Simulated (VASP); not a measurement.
A VASP 6.6.1 single-point calculation on SrTiO$_{3}$

INCAR

```
LCHARG = .FALSE.
ISIF = 2
NBANDS = 28
SIGMA = 0.02
GGA = PE
BMIX = 0.0001
LREAL = .FALSE.
EDIFF = 1E-7
LWAVE = .FALSE.
IMIX = 1
AMIX = 1.5
ENCUT = 520
PREC = Accurate
ISMEAR = -1
IBRION = -1
NSW = 0
NELM = 55
LASPH = .TRUE.
```

KPOINTS

```
KPOINTS created by Atomic Simulation Environment
0
Gamma
6 6 6
0 0 0
```

POSCAR

```
Sr Ti O
 1.0000000000000000
     3.8677829865000000    0.0000000000000000    0.0000000000000000
     0.0000000000000000    3.8677829865000000    0.0000000000000000
     0.0000000000000000    0.0000000000000000    3.9317034817000001
 Sr  Ti  O
   1   1   3
Cartesian
  0.0000000000000000  0.0000000000000000  0.0000000000000000
  1.9338914932499998  1.9338914932499998  1.9658517408499998
  1.9338914932499998  1.9338914932499998  0.0000000000000000
  1.9338914932499998  0.0000000000000000  1.9658517408499998
  0.0000000000000000  1.9338914932499998  1.9658517408499998
```

The recommended PBE PAW datasets give the neutral cell 40 valence electrons.

Command

```
mpirun -np 1 vasp_std
```

OSZICAR

```
N       E                     dE             d eps       ncg     rms          rms(c)
DAV:   1     0.433928613425E+03    0.43393E+03   -0.21400E+04  2240   0.159E+03
DAV:   2    -0.439894624234E+01   -0.43833E+03   -0.41849E+03  2564   0.439E+02
DAV:   3    -0.482046249677E+02   -0.43806E+02   -0.43511E+02  3104   0.134E+02
DAV:   4    -0.502222024789E+02   -0.20176E+01   -0.20138E+01  3340   0.244E+01
DAV:   5    -0.502694921554E+02   -0.47290E-01   -0.47281E-01  3084   0.317E+00    0.271E+01
DAV:   6    -0.307991426623E+03   -0.25772E+03   -0.21918E+03  3056   0.279E+02    0.146E+02
DAV:   7    -0.354207368448E+04   -0.32341E+04   -0.33895E+04  3384   0.157E+03    0.289E+02
DAV:   8    -0.970197438225E+04   -0.61599E+04   -0.90621E+04  3904   0.757E+02    0.108E+03
```

Standard output (part)

```
POSCAR found type information on POSCAR SrTiO
 POSCAR found :  3 types and       5 ions
 LDA part: xc-table for (Slater+PW92), standard interpolation
 POSCAR, INCAR and KPOINTS ok, starting setup
 WAVECAR not read
 entering main loop
|     EEEEEEE  RRRRRR   RRRRRR   OOOOOOO  RRRRRR      ###     ###     ###     |
|     E        R     R  R     R  O     O  R     R     ###     ###     ###     |
|     E        R     R  R     R  O     O  R     R     ###     ###     ###     |
|     EEEEE    RRRRRR   RRRRRR   O     O  RRRRRR       #       #       #      |
|     E        R    R   R    R   O     O  R    R      ###     ###     ###     |
|     EEEEEEE  R     R  R     R  OOOOOOO  R     R     ###     ###     ###     |
|     ERROR FEXCP: supplied Exchange-correletion table                        |
|      is too small, maximal index : 4738                                     |
|       ---->  I REFUSE TO CONTINUE WITH THIS SICK JOB ... BYE!!! <----       |
```

VASP stopped with an error.

**Question.** What is wrong with this input?

**Answer.** Mixing far too strong. VASP stopped with an error.
